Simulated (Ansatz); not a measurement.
Reaction (ligand exchange at a B–O bond): `CC(=O)OBCl` + H₂Se → `ClB[SeH]` + acetic acid

Gas-phase electronic energies from Ansatz, PBE0-D4/def2-TZVP geometries. CCSD(T)/CBS adds triple-zeta CCSD(T) − MP2 to the extrapolated MP2 energy (def2 sets, frozen cores). DFT in def2-TZVPP. B3LYP here is the variant with VWN-RPA as its local correlation; programs differ in this. HSE06 is defined as in plane-wave codes. For Se outer-core shells are correlated without core-valence functions, which leaves a few kJ/mol of doubt a bond. Scalar relativity is left out up to krypton. Each species was taken in one conformer, which may not be the lowest.

Problem. Is it downhill or uphill in electronic energy at CCSD(T)/CBS, and by how much? (An estimate is asked.)

Solution. Ansatz gave: Uphill: ΔE = +0.27 eV.

Problem. What do these levels give: PBE0-D4, B3LYP-D4, HSE06-D4, BHLYP-D4, B2PLYP, r2SCAN, B3LYP, BHLYP, RPA@PBE/def2-TZVPP, HF/def2-SVP, MP2/def2-TZVPP, CCSD/def2-TZVPP? (Estimate.)

Solution. The calculation gave: PBE0-D4 0.21, B3LYP-D4 0.32, HSE06-D4 0.21, BHLYP-D4 0.37, B2PLYP 0.31, r2SCAN 0.24, B3LYP 0.32, BHLYP 0.39, RPA@PBE/def2-TZVPP 0.30, HF/def2-SVP 0.53, MP2/def2-TZVPP 0.24, CCSD/def2-TZVPP 0.33 eV.

Largest T1 diagnostic among the species: 0.015.

At CCSD(T), def2-SVP lies +0.17 eV from the extrapolated value and def2-TZVPP +0.03 eV. From PBE to PBE0 (25 % exact exchange), in def2-TZVPP and without D4, ΔE moves by +0.04 eV. Leaving LDA and LC-ωPBE aside and taking each functional with its dispersion term where it has one, the values, not all of them listed here, spread over 0.23 eV, from revPBE-D4 to CAM-B3LYP-D4. LDA lies +0.05 eV from PBE without D4.
